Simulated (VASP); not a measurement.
# Sn (Immm) in VASP: a series of runs, part 2 of 2

VASP 6.6.1. The steps go on from the part before.

## 4. Relaxation of cell and atoms, PBE

The input, INCAR:

```
PREC = Accurate ; ENCUT = 600
EDIFF = 1E-7 ; ISMEAR = 0
SIGMA = 0.1 ; LREAL = False
LASPH = True ; NELM = 60
ALGO = Fast ; ISIF = 3
LWAVE = False ; LCHARG = False
GGA = PE ; IBRION = 2
NSW = 90 ; EDIFFG = -0.005
```

The input, KPOINTS:

```
Automatic mesh
0
Gamma
  16 16 16
```

The input, POSCAR:

```
Sn
1.0
   -1.7265390000      1.7755470000      2.3383420000
    1.7265390000     -1.7755470000      2.3383420000
    1.7265390000      1.7755470000     -2.3383420000
Sn
1
Direct
    0.0000000000      0.0000000000      0.0000000000
```

Potentials or basis: VASP PAW PBE potentials, release 64 (Sn_d).

Run with:

```sh
cat potpaw_PBE.64/Sn_d/POTCAR > POTCAR
mpirun -np 1 vasp_std > vasp.out
```

OUTCAR:

```text
PREC = Accurate
   ENCUT = 600
   EDIFF = 1E-7
   ISMEAR = 0
   LREAL = False
   LASPH = True
   NELM = 60
   ISIF = 3
   GGA = PE
   IBRION = 2
   NSW = 90
   EDIFFG = -0.005

 ion  position               nearest neighbor table
   1  0.000  0.000  0.000-

  LATTYP: Found a body centered orthorhombic cell.
 ALAT       =     3.4530780000
 B/A-ratio  =     1.0283851103
 C/A-ratio  =     1.3543522620

  Lattice vectors:

 A1 = (  -1.7265390000,   1.7755470000,   2.3383420000)
 A2 = (   1.7265390000,  -1.7755470000,   2.3383420000)
 A3 = (   1.7265390000,   1.7755470000,  -2.3383420000)

Analysis of symmetry for initial positions (statically):
=====================================================================
 Subroutine PRICEL returns:
[... 363 lines left out ...]
 cond. band min:       7.7880235669   @ k =  -0.3125   0.3125   0.2500
 fundamental gap:      0.0153181998
 Fermi energy:         7.7727886270

 k-point     1 :       0.0000    0.0000    0.0000
  band No.  band energies     occupation
      1     -13.7660      2.00000
      2     -13.7658      2.00000
      3     -13.7175      2.00000
      4     -13.7003      2.00000
      5     -13.6406      2.00000
      6      -3.1285      2.00000
      7      15.1656      0.00000
      8      15.4047      0.00000
      9      15.4142      0.00000
     10      18.5775      0.00000
     11      19.4532      0.00000
[... 309 lines left out ...]
 k-point    24 :      -0.1250    0.0625    0.0000
  band No.  band energies     occupation
      1     -13.7681      2.00000
      2     -13.7500      2.00000
      3     -13.7151      2.00000
      4     -13.6944      2.00000
      5     -13.6423      2.00000
      6      -2.8568      2.00000
      7      13.3927      0.00000
      8      14.5040      0.00000
      9      14.8640      0.00000
     10      17.5752      0.00000
     11      19.1725      0.00000

 [... further k-points ...]
[... 5 lines left out ...]
  --------------------------------------------------------------------------------------
  -------------------------------------------------------------------------------------
  Total       -0.0038141      0.0019205     -0.0046597     -0.0000000      0.0000000      0.0000000
  in kB       -0.2187551      0.1101491     -0.2672513     -0.0000000      0.0000000      0.0000000
  external PRESSURE =      -0.1252858 kB  Pullay stress =       0.0000000 kB
[... 16 lines left out ...]
  FREE ENERGIE OF THE ION-ELECTRON SYSTEM (eV)
  ---------------------------------------------------
  free  energy   TOTEN  =        -3.7880335372 eV

  energy  without entropy=       -3.7854475077  energy(sigma->0) =       -3.78674052

 reached required accuracy - stopping structural energy minimisation
```

It took 84 min on 1 thread of Intel Xeon Platinum 8259CL at 2.50GHz (Skylake/Cascade Lake), shared host; peak memory 0.45 GiB.

What came out:

| Property | Result |
| --- | --- |
| Free energy | -3.7880 eV |
| Relaxed volume | 27.94 Å³/atom |
| Relaxed cell | a = 3.347 Å, b = 3.347 Å, c = 3.347 Å, α = 115.81°, β = 115.84°, γ = 97.40° |
| Space group after relaxing (to 0.05 Å) | I4/mmm (No. 139) |
| Energy gained by relaxing | 4.1 meV/atom |
| Ionic steps | 41 |
| Pressure after relaxing | 0.0 GPa |
| Band gap on the k mesh | none (metal or under the smearing width) |

The path:
```tsv
step	energy change (eV)	largest force (eV/Å)	pressure (GPa)	volume (Å³)
1	0.0000	0.0000	-0.96	28.67
3	-0.0025	0.0000	0.11	27.95
5	-0.0033	0.0000	0.10	27.95
7	-0.0033	0.0000	0.10	27.95
9	-0.0033	0.0000	-0.05	28.02
11	-0.0033	0.0000	-0.01	28.01
13	-0.0033	0.0000	0.00	28.01
15	-0.0034	0.0000	-0.02	28.02
17	-0.0035	0.0000	-0.06	28.01
19	-0.0035	0.0000	0.27	27.81
21	-0.0035	0.0000	0.17	27.90
23	-0.0035	0.0000	0.12	27.93
25	-0.0035	0.0000	0.10	27.91
27	-0.0037	0.0000	0.17	27.83
29	-0.0039	0.0000	0.28	27.77
31	-0.0039	0.0000	0.30	27.75
33	-0.0039	0.0000	0.29	27.77
35	-0.0041	0.0000	0.05	27.90
37	-0.0041	0.0000	-0.05	27.95
39	-0.0041	0.0000	-0.04	27.94
41	-0.0041	0.0000	-0.01	27.94
```

Final structure:
```
CELL_PARAMETERS angstrom
-1.77850 1.77754 2.20911
1.77850 -1.77754 2.20911
1.77850 1.77754 -2.20911
ATOMIC_POSITIONS crystal
Sn 0.00000 0.00000 0.00000
```

Levels at points of the mesh, in eV from the Fermi level:
```csv
k point,band 4,band 5,band 6,band 7,band 8,band 9,band 10,band 11
"(0.00, 0.00, 0.00)",-21.47,-21.41,-10.90,7.39,7.63,7.64,10.80,11.68
"(0.50, 0.00, 0.00)",-21.39,-21.36,-6.67,-4.43,4.68,6.20,9.12,9.52
"(0.00, 0.50, 0.00)",-21.39,-21.36,-6.68,-4.43,4.69,6.20,9.12,9.53
"(0.50, 0.50, 0.00)",-21.39,-21.34,-5.47,-3.82,2.32,3.14,6.07,6.36
"(0.50, 0.50, 0.50)",-21.35,-21.35,-3.70,-2.61,1.02,1.03,4.27,4.95
```

## 5. Relaxation of cell and atoms, PBE+D3(BJ)

INCAR, as its differences from that of step 4:

```diff
@@ -6,3 +6,4 @@
 LWAVE = False ; LCHARG = False
-GGA = PE ; IBRION = 2
-NSW = 90 ; EDIFFG = -0.005
+GGA = PE ; IVDW = 12
+IBRION = 2 ; NSW = 90
+EDIFFG = -0.005
```

KPOINTS is that of step 4.

POSCAR is that of step 4.

Run with:

```sh
cat potpaw_PBE.64/Sn_d/POTCAR > POTCAR
mpirun -np 1 vasp_std > vasp.out
```

It took 83 min on 1 thread of Intel Xeon Platinum 8259CL at 2.50GHz (Skylake/Cascade Lake), shared host; peak memory 0.45 GiB.

The run converged. Its results:

| Property | Result |
| --- | --- |
| Free energy | -4.1713 eV |
| Relaxed volume | 26.69 Å³/atom |
| Relaxed cell | a = 3.295 Å, b = 3.295 Å, c = 3.295 Å, α = 115.68°, β = 115.64°, γ = 97.69° |
| Space group after relaxing (to 0.05 Å) | I4/mmm (No. 139) |
| Energy gained by relaxing | 22.6 meV/atom |
| Ionic steps | 39 |
| Pressure after relaxing | 0.0 GPa |
| Band gap on the k mesh | none (metal or under the smearing width) |
| Dispersion energy per atom | -0.392 eV |

The path:
```csv
step,energy change (eV),largest force (eV/Å),pressure (GPa),volume (Å³)
1,0.0000,0.0000,-2.99,28.67
2,-0.0196,0.0000,0.47,26.51
3,-0.0199,0.0000,0.03,26.72
4,-0.0203,0.0000,0.05,26.72
5,-0.0207,0.0000,0.07,26.71
6,-0.0207,0.0000,0.06,26.72
7,-0.0207,0.0000,0.07,26.71
8,-0.0207,0.0000,-0.02,26.79
9,-0.0207,0.0000,-0.09,26.79
10,-0.0207,0.0000,-0.07,26.79
11,-0.0207,0.0000,0.03,26.72
12,-0.0207,0.0000,0.08,26.71
13,-0.0207,0.0000,0.06,26.72
14,-0.0208,0.0000,0.02,26.77
15,-0.0207,0.0000,-0.24,26.89
16,-0.0208,0.0000,-0.16,26.81
17,-0.0208,0.0000,-0.11,26.79
18,-0.0208,0.0000,-0.06,26.78
19,-0.0208,0.0000,-0.07,26.78
20,-0.0209,0.0000,-0.08,26.78
21,-0.0210,0.0000,-0.09,26.79
22,-0.0214,0.0000,-0.14,26.79
23,-0.0224,0.0000,-0.20,26.79
24,-0.0224,0.0000,-0.19,26.79
25,-0.0224,0.0000,-0.19,26.79
26,-0.0225,0.0000,-0.15,26.76
27,-0.0225,0.0000,-0.12,26.74
28,-0.0225,0.0000,-0.04,26.70
29,-0.0225,0.0000,-0.08,26.72
30,-0.0225,0.0000,-0.07,26.71
31,-0.0225,0.0000,0.00,26.69
32,-0.0225,0.0000,0.11,26.64
33,-0.0226,0.0000,0.04,26.66
34,-0.0226,0.0000,0.06,26.66
35,-0.0226,0.0000,0.06,26.68
36,-0.0225,0.0000,-0.05,26.73
37,-0.0226,0.0000,-0.08,26.70
38,-0.0226,0.0000,-0.03,26.69
39,-0.0226,0.0000,0.01,26.69
```

Final structure:
```cif
data_structure
_symmetry_space_group_name_H-M 'P 1'
_symmetry_Int_Tables_number 1
_cell_length_a 3.2947
_cell_length_b 3.2947
_cell_length_c 3.2947
_cell_angle_alpha 115.682
_cell_angle_beta 115.644
_cell_angle_gamma 97.692
_cell_volume 26.69
loop_
_atom_site_label
_atom_site_type_symbol
_atom_site_fract_x
_atom_site_fract_y
_atom_site_fract_z
_atom_site_occupancy
Sn1 Sn 0.00000 0.00000 0.00000 1
```

Levels at points of the mesh, in eV from the Fermi level:
```csv
k point,band 4,band 5,band 6,band 7,band 8,band 9,band 10,band 11
"(0.00, 0.00, 0.00)",-21.48,-21.41,-11.23,7.77,8.04,8.05,10.88,11.99
"(0.50, 0.00, 0.00)",-21.39,-21.35,-6.73,-4.67,4.87,6.46,9.41,9.70
"(0.00, 0.50, 0.00)",-21.39,-21.35,-6.73,-4.66,4.87,6.45,9.40,9.69
"(0.50, 0.50, 0.00)",-21.38,-21.32,-5.47,-4.04,2.43,3.28,6.29,6.50
"(0.50, 0.50, 0.50)",-21.34,-21.34,-3.50,-2.71,1.00,1.01,4.30,4.96
```

Caveat: pairwise dispersion overbinds metals, which lowers pressure and volume.

## 6. The runs side by side

```tsv
level	potentials or basis	gap on the mesh (eV)	pressure (GPa)	relaxed volume (Å³/atom)
PBEsol	VASP PAW PBE potentials, release 64 (Sn_d)	none	0.0	26.40
LDA	VASP PAW LDA potentials, release 64 (Sn_d)	none	0.0	25.76
PBE	VASP PAW PBE potentials, release 64 (Sn_d)	none	0.0	27.94
PBE+D3(BJ)	VASP PAW PBE potentials, release 64 (Sn_d)	none	0.0	26.69
```

Alike in all rows: task relaxation of cell and atoms; no spin polarisation; cell relaxed; k mesh 16 × 16 × 16; cutoff (eV) 600; smearing gaussian 0.1 eV.

Caveats: the PAW data sets were made with another functional, which shifts forces and pressure a little (some runs); pairwise dispersion overbinds metals, which lowers pressure and volume (some runs).

Total energies depend on the potentials used, so only differences within one code and one set of settings carry meaning.
